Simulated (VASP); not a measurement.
GaP: single point with PBE0(alpha)

Crystal: GaP.

```
Ga P
1.0
     0.00000    2.72525    2.72525
     2.72525    0.00000    2.72525
     2.72525    2.72525    0.00000
Ga P
1 1
Direct
  0.00000 0.00000 0.00000
  0.75000 0.75000 0.75000
```

```yaml
Program: VASP 6.6.1
Task: single point
Functional: PBE0(alpha)
Potentials_or_basis: VASP PAW PBE potentials, release 64 (Ga_d, P)
Cutoff: 520 eV
k_mesh: 4 × 4 × 4
Occupations: fermi-dirac, width 0.05 eV
Spin: no spin polarisation
```

```yaml
Pressure: 1.1 GPa
Band_gap_on_the_k_mesh: 2.73 eV, indirect (least direct gap 3.19 eV)
```

Levels at points of the mesh, in eV from the valence-band top:
```csv
k point,band 6,band 7,band 8,band 9,band 10,band 11,band 12,band 13
"(0.00, 0.00, 0.00)",-13.60,0.00,0.00,0.00,3.19,5.16,5.16,5.16
"(0.50, 0.00, 0.00)",-11.39,-7.18,-1.21,-1.21,2.91,6.02,6.02,9.65
"(0.50, 0.50, 0.00)",-10.42,-7.28,-2.91,-2.91,2.73,2.99,12.38,12.38
```

It took 90 s on 1 thread of Intel(R) Xeon(R) Platinum 8488C (Sapphire Rapids) (shared host), peak memory 0.16 GiB.

Caveat: the k mesh is coarse (spacing up to 0.50 Å⁻¹), so the values aren't converged, least of all with exact exchange; the PAW data sets were made with another functional, which shifts forces and pressure a little. A k mesh can miss the band edges.
